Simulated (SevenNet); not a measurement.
**Wurtzite BeO**

All values below come from the machine-learned potential SevenNet-0 (trained on PBE and PBE+U data).

Cell (relaxed at this level):

BeO is taken in the hexagonal space group P6₃mc (No. 186), the wurtzite structure, Pearson symbol hP4. Lattice parameters: a = b = 2.7127 Å, c = 4.3983 Å, α = β = 90.00°, γ = 120.00°. Be on 2b sees 4 O at 1.656–1.660 Å (tetrahedral). O on 2b has 4 Be at 1.656–1.660 Å (tetrahedral). (Neighbours: up to the widest gap in distance over summed covalent radii, below 1.35, at either atom; cation-cation and far metal-metal contacts left out.)

For wurtzite BeO, the lattice constant a comes out as 2.713 Å and the lattice parameter c is 4.398 Å.

Measured, for comparison: lattice constant a 2.698 Å, lattice parameter c 4.377 Å (temperature not stated, not corrected to a static lattice; as tabulated in Wikipedia's data pages). Computed (rounded) less measured: lattice constant a +0.6 %, lattice parameter c +0.5 %.

A machine-learned potential is trained on density-functional data: it inherits that level's misses and adds fitting errors of its own.
